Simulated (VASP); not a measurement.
# As in VASP: a series of runs

The runs below take As through single point, with PBE+D3(BJ).

All numbers are computed with VASP 6.6.1; they aren't measurements. Logs are shortened: lines on timing, memory, paths and dates and some standing lists are left out, and cuts for length are marked.

## Step 1: The structure

The cell holds a slab with vacuum, 2 atoms: a = 3.571 Å, b = 3.571 Å, c = 28.000 Å, α = 90.00°, β = 90.00°, γ = 120.00°.

The cell was built by a generator and needn't be a form met in nature.

## Step 2: Single point, PBE+D3(BJ)

INCAR reads:

```
SYSTEM = As
PREC = Accurate ; ENCUT = 520
EDIFF = 1E-7 ; ISMEAR = 0
SIGMA = 0.02 ; LREAL = .FALSE.
LASPH = .TRUE. ; NELM = 100
ALGO = Normal ; ISIF = 2
LWAVE = .FALSE. ; LCHARG = .FALSE.
LDIPOL = .TRUE. ; IDIPOL = 3
DIPOL = 0.5 0.5 0.500 ; GGA = PE
IVDW = 12 ; NBANDS = 12
```

KPOINTS reads:

```
Automatic mesh
0
G
  9 9 1
  0 0 0
```

POSCAR reads:

```
As
1.0
    3.5713380906      0.0000000000      0.0000000000
   -1.7856690453      3.0928695120      0.0000000000
    0.0000000000      0.0000000000     28.0000000000
As
2
Direct
    0.3333333333      0.6666666667      0.5249578590
    0.6666666667      0.3333333333      0.4750421410
```

Potentials or basis: VASP PAW PBE potentials, release 64 (As).

Command:

```
cat potpaw_PBE.64/As/POTCAR > POTCAR
mpirun -np 1 vasp_std > vasp.out
```

OUTCAR:

```text
SYSTEM = As
   PREC = Accurate
   ENCUT = 520
   EDIFF = 1E-7
   ISMEAR = 0
   LREAL = .FALSE.
   LASPH = .TRUE.
   NELM = 100
   ISIF = 2
   GGA = PE
   IVDW = 12
 IVDW          = 12

 ion  position               nearest neighbor table
   1  0.333  0.667  0.525-   2 2.49   2 2.49   2 2.49
   2  0.667  0.333  0.475-   1 2.49   1 2.49   1 2.49

  LATTYP: Found a hexagonal cell.
 ALAT       =     3.5713380906
 C/A-ratio  =     7.8401986285

  Lattice vectors:

 A1 = (   3.5713380906,   0.0000000000,   0.0000000000)
 A2 = (  -1.7856690453,   3.0928695120,   0.0000000000)
 A3 = (   0.0000000000,   0.0000000000,  28.0000000000)

Analysis of symmetry for initial positions (statically):
=====================================================================
 Subroutine PRICEL returns:
 Original cell was already a primitive cell.

 Routine SETGRP: Setting up the symmetry group for a
 hexagonal supercell.

 Subroutine GETGRP returns: Found 12 space group operations
 (whereof 12 operations were pure point group operations)
 out of a pool of 24 trial point group operations.

The static configuration has the point symmetry D_3d.

Analysis of symmetry for dynamics (positions and initial velocities):
=====================================================================
 Subroutine PRICEL returns:
 Original cell was already a primitive cell.

 Routine SETGRP: Setting up the symmetry group for a
 hexagonal supercell.

 Subroutine GETGRP returns: Found 12 space group operations
 (whereof 12 operations were pure point group operations)
 out of a pool of 24 trial point group operations.

The dynamic configuration has the point symmetry D_3d.

 Subroutine INISYM returns: Found 12 space group operations
 (whereof 12 operations are pure point group operations),
 and found     1 'primitive' translations

----------------------------------------------------------------------------------------

                                     Primitive cell

  volume of cell :     309.2791

  direct lattice vectors                    reciprocal lattice vectors
     3.571338091  0.000000000  0.000000000     0.280007094  0.161662171  0.000000000
    -1.785669045  3.092869512  0.000000000     0.000000000  0.323324342  0.000000000
     0.000000000  0.000000000 28.000000000     0.000000000  0.000000000  0.035714286

  length of vectors
     3.571338091  3.571338091 28.000000000     0.323324342  0.323324342  0.035714286

  position of ions in fractional coordinates (direct lattice)
     0.333333333  0.666666667  0.524957859
     0.666666667  0.333333333  0.475042141

  ion indices of the primitive-cell ions
   primitive index   ion index
                 1           1
                 2           2

----------------------------------------------------------------------------------------

 KPOINTS: Automatic mesh

Automatic generation of k-mesh.
 Grid dimensions read from file:
 generate k-points for:    9    9    1

 Generating k-lattice:

  Cartesian coordinates                     Fractional coordinates (reciprocal lattice)
     0.031111899  0.017962463  0.000000000     0.111111111  0.000000000  0.000000000
     0.000000000  0.035924927  0.000000000     0.000000000  0.111111111  0.000000000
     0.000000000  0.000000000  0.035714286     0.000000000  0.000000000  1.000000000

  Length of vectors
     0.035924927  0.035924927  0.035714286

  Shift w.r.t. Gamma in fractional coordinates (k-lattice)
     0.000000000  0.000000000  0.000000000

 Subroutine IBZKPT returns following result:
 ===========================================

 Found     12 irreducible k-points:

 Following reciprocal coordinates:
            Coordinates               Weight
  0.000000  0.000000  0.000000      1.000000
  0.111111  0.000000  0.000000      6.000000
  0.222222  0.000000  0.000000      6.000000
  0.333333  0.000000  0.000000      6.000000
  0.444444  0.000000  0.000000      6.000000
  0.111111  0.111111  0.000000      6.000000
  0.222222  0.111111  0.000000     12.000000
  0.333333  0.111111  0.000000     12.000000
  0.444444  0.111111  0.000000      6.000000
  0.222222  0.222222  0.000000      6.000000
  0.333333  0.222222  0.000000     12.000000
  0.333333  0.333333  0.000000      2.000000
   k-points           NKPTS =     12   k-points in BZ     NKDIM =     12   number of bands    NBANDS=     12
   number of dos      NEDOS =    301   number of ions     NIONS =      2
   total plane-waves  NPLWV = 164640
   dimension x,y,z NGX =    28 NGY =   28 NGZ =  210
   dimension x,y,z NGXF=    56 NGYF=   56 NGZF=  420
   ions per type =               2
   NGX,Y,Z   is equivalent  to a cutoff of  13.03, 13.03, 12.47 a.u.
   NGXF,Y,Z  is equivalent  to a cutoff of  26.07, 26.07, 24.94 a.u.
 SYSTEM =  As
   PREC   = accura    normal or accurate (medium, high low for compatibility)
   ISTART =      0    job   : 0-new  1-cont  2-samecut
   ICHARG =      2    charge: 1-file 2-atom 10-const
   ISPIN  =      1    spin polarized calculation?
   LNONCOLLINEAR =      F non collinear calculations
   LSORBIT =      F    spin-orbit coupling
   LASPH  =      T    aspherical Exc in radial PAW
   ENCUT  =  520.0 eV  38.22 Ry    6.18 a.u.   6.64  6.64 52.06*2*pi/ulx,y,z
   NELM   =    100;   NELMIN=  2; NELMDL= -5     # of ELM steps
   EDIFF  = 0.1E-06   stopping-criterion for ELM
   LREAL  =      F    real-space projection
   EDIFFG = 0.1E-05   stopping-criterion for IOM
   NSW    =      0    number of steps for IOM
   IBRION =     -1    ionic relax: 0-MD 1-quasi-New 2-CG
   NFREE  =      0    steps in history (QN), initial steepest desc. (CG)
   ISIF   =      2    stress and relaxation
   ISYM   =      2    0-nonsym 1-usesym 2-fastsym
   POTIM  = 0.5000    time-step for ionic-motion
   TEBEG  =    0.0;   TEEND  =   0.0 temperature during run
   PSTRESS=    0.0 pullay stress
   NELECT =      10.0000    total number of electrons
   NUPDOWN=      -1.0000    fix difference up-down
   EMIN   =  10.00;   EMAX   =-10.00  energy-range for DOS
   EFERMI =   0.00;   METHOD = LEGACY
   ISMEAR =     0;   SIGMA  =   0.02  broadening in eV -4-tet -1-fermi 0-gaus
   EFERMI_NEDOS =   21; number of points for ismear=-14 and -15
   IALGO  =     38    algorithm
   IMIX   =      4    mixing-type and parameters
     AMIX     =   0.40;   BMIX     =  1.00
     AMIX_MAG =   1.60;   BMIX_MAG =  1.00
  volume/ion in A,a.u.               =     154.64      1043.56
  Fermi-wavevector in a.u.,A,eV,Ry     =   0.521544  0.985576  3.700901  0.272009
  Thomas-Fermi vector in A             =   1.539925
   LORBIT       =      0    0 simple, 1 ext, 2 COOP (PROOUT), +10 PAW based schemes
   GGA     = PE    functional components
   LHFCALC =     F    Hartree Fock is set to
   AEXX    =    0.0000 exact exchange contribution
   IVDW    =    12    specifies the selected vdW correction
   LEPSILON=     F    determine dielectric tensor
   LRPA    =     F    only Hartree local field effects (RPA)
 non-spin polarized calculation
 Gauss-broadening in eV      SIGMA  =   0.02
  energy-cutoff  :      520.00
  volume of cell :      309.28
 maximum number of plane-waves:      8421
 NGX is ok and might be reduce to    28
   NGX = 13   NGY = 13   NGZ =105

 dipolmoment           0.000000      0.000000      0.000000 electrons x Angstroem

 number of electron      10.0000000 magnetization

 dipolmoment           0.000000      0.000000     -0.000000 electrons x Angstroem

 Free energy of the ion-electron system (eV)
  ---------------------------------------------------
  ext. energy  EPLUGINS =         0.00000000
  ---------------------------------------------------
  free energy    TOTEN  =        -9.32614501 eV

  energy without entropy =       -9.32614501  energy(sigma->0) =       -9.32614501

 E-fermi :  -3.8034     XC(G=0):  -1.8868

 val. band max:       -3.9190026510   @ k =   0.0000   0.0000   0.0000
 cond. band min:      -2.3673884520   @ k =   0.3333   0.0000   0.0000
 fundamental gap:      1.5516141990
 Fermi energy:        -3.8034161143

 k-point     1 :       0.0000    0.0000    0.0000
  band No.  band energies     occupation
      1     -17.5996      2.00000
      2     -11.1976      2.00000
      3      -4.6087      2.00000
      4      -3.9190      2.00000
      5      -3.9190      2.00000
      6      -1.8844      0.00000
      7      -0.4006      0.00000
      8      -0.4006      0.00000
      9       0.8414      0.00000
     10       1.1015      0.00000
     11       1.4999      0.00000
     12       1.7705      0.00000

 k-point     2 :       0.1111    0.0000    0.0000
  band No.  band energies     occupation
      1     -17.4317      2.00000
      2     -11.1692      2.00000
      3      -5.2990      2.00000
      4      -4.5260      2.00000
      5      -4.2767      2.00000
      6      -1.2874      0.00000
      7      -0.3203      0.00000
      8      -0.0463      0.00000
      9       1.0880      0.00000
     10       1.3005      0.00000
     11       1.6932      0.00000
     12       1.9697      0.00000

 k-point     3 :       0.2222    0.0000    0.0000
  band No.  band energies     occupation
      1     -16.9371      2.00000
      2     -11.2465      2.00000
      3      -6.9656      2.00000
      4      -4.9472      2.00000
      5      -4.4131      2.00000
      6      -2.0770      0.00000
      7       0.4481      0.00000
      8       0.4594      0.00000
      9       1.5364      0.00000
     10       1.9125      0.00000
     11       2.2727      0.00000
     12       2.5268      0.00000
[... 106 lines left out ...]
 k-point    11 :       0.3333    0.2222    0.0000
  band No.  band energies     occupation
      1     -14.8092      2.00000
      2     -13.1550      2.00000
      3      -8.0284      2.00000
      4      -6.6305      2.00000
      5      -5.4315      2.00000
      6      -1.6026      0.00000
      7      -0.0795      0.00000
      8       0.6821      0.00000
      9       3.4543      0.00000
     10       4.2720      0.00000
     11       4.5479      0.00000
     12       4.9995      0.00000

 k-point    12 :       0.3333    0.3333    0.0000
  band No.  band energies     occupation
      1     -13.9530      2.00000
      2     -13.9530      2.00000
      3      -8.4365      2.00000
      4      -6.0035      2.00000
      5      -6.0035      2.00000
      6      -2.0296      0.00000
      7       0.6204      0.00000
      8       0.6204      0.00000
      9       4.1183      0.00000
     10       5.0512      0.00000
     11       5.0512      0.00000
     12       5.8268      0.00000

------------------------ aborting loop because EDIFF is reached ----------------------------------------

 vacuum level on the upper side and lower side of the slab       (xc-potential included)        -0.007        -0.007

 Edisp (eV)   -0.42360

 E8    (eV) :    -0.1922

  FORCE on cell =-STRESS in cart. coord.  units (eV):
  Direction    XX          YY          ZZ          XY          YZ          ZX
  --------------------------------------------------------------------------------------
  -------------------------------------------------------------------------------------
  Total       0.08266     0.08266     0.12603     0.00000     0.00000    -0.00000
  in kB       0.42820     0.42820     0.65286     0.00000     0.00000    -0.00000
  external pressure =        0.50 kB  Pullay stress =        0.00 kB

 VOLUME and BASIS-vectors are now :
 -----------------------------------------------------------------------------
  energy-cutoff  :      520.00
  volume of cell :      309.28
      direct lattice vectors                 reciprocal lattice vectors
     3.571338091  0.000000000  0.000000000     0.280007094  0.161662171  0.000000000
    -1.785669045  3.092869512  0.000000000     0.000000000  0.323324342  0.000000000
     0.000000000  0.000000000 28.000000000     0.000000000  0.000000000  0.035714286

 POSITION                                       TOTAL-FORCE (eV/Angst)
 -----------------------------------------------------------------------------------
     -0.00000      2.06191     14.69882         0.000000      0.000000      0.091727
      1.78567      1.03096     13.30118        -0.000000      0.000000     -0.091727
 -----------------------------------------------------------------------------------
    total drift:                                0.000000      0.000000     -0.000000

  FREE ENERGIE OF THE ION-ELECTRON SYSTEM (eV)
  ---------------------------------------------------
  free  energy   TOTEN  =        -9.7497490252 eV

  energy  without entropy=       -9.7497490252  energy(sigma->0) =       -9.74974903

 vacuum level on the upper side and lower side of the slab         1.359         1.359
```

It took 2.3 min on 1 thread of AMD EPYC, shared host; peak memory 0.36 GiB.

Results:

```yaml
Free_energy: -9.7497 eV
Largest_force: 0.092 eV/Å
Band_gap_on_the_k_mesh: 1.55 eV, indirect (least direct gap 2.03 eV)
Dispersion_energy_per_atom: -0.212 eV
```

Forces in eV/Å, atoms in the order of the input:
```
As   0.000  0.000  0.092
As   0.000  0.000 -0.092
```

Levels at points of the mesh, in eV from the valence-band top:
```
           k point  band 2  band 3  band 4  band 5  band 6  band 7  band 8  band 9
(0.00, 0.00, 0.00)   -7.28   -0.69    0.00    0.00    2.03    3.52    3.52    4.76
```

## Step 3: Single point, PBE+D3(BJ)

This run uses another cell than the first one, of 155.26 Å³/atom, 1.004 times its volume.

INCAR reads:

```
SYSTEM = As
ALGO = Fast
DIPOL = 0.5 0.5 0.500
EDIFF = 1E-7
ENCUT = 520
GGA = PE
IDIPOL = 3
ISIF = 2
ISMEAR = 0
IVDW = 12
LASPH = .True.
LCHARG = .True.
LDIPOL = .True.
LELF = .True.
LREAL = .False.
LVACPOTAV = .True.
LVHAR = .True.
LWAVE = .False.
NBANDS = 12
NELM = 80
PREC = Accurate
SIGMA = 0.02
```

KPOINTS reads:

```
k-points
0
Gamma
  9 9 1
  0 0 0
```

POSCAR reads:

```
As
1.0
    3.5785484909      0.0000000000      0.0000000000
   -1.7892742454      3.0991139018      0.0000000000
    0.0000000000      0.0000000000     28.0000000000
As
2
Direct
    0.3333333333      0.6666666667      0.5248826415
    0.6666666667      0.3333333333      0.4751173585
```

Potentials or basis: VASP PAW PBE potentials, release 64 (As).

Command:

```
cat potpaw_PBE.64/As/POTCAR > POTCAR
mpirun -np 1 vasp_std > vasp.out
```

Run time: 3.4 min. Hardware: 1 thread of AMD EPYC, shared host; peak memory 0.36 GiB.

The run converged. Its results:

| Quantity | Value |
| --- | --- |
| Free energy | -9.7495 eV |
| Largest force | 0.121 eV/Å |
| Band gap on the k mesh | 1.58 eV, indirect (least direct gap 2.02 eV) |
| Dispersion energy per atom | -0.211 eV |
| Ionisation potential of the upper face | 5.32 eV |

Forces in eV/Å, atoms in the order of the input:
```
As   0.000  0.000  0.121
As   0.000  0.000 -0.121
```

Levels at points of the mesh, in eV from the valence-band top:
```csv
k point,band 1,band 2,band 3,band 4,band 5,band 6,band 7,band 8,band 9,band 10
"(0.00, 0.00, 0.00)",-13.63,-7.23,-0.63,0.00,0.00,2.02,3.53,3.53,4.80,5.06
```

(Continued in part 2 of 3.)
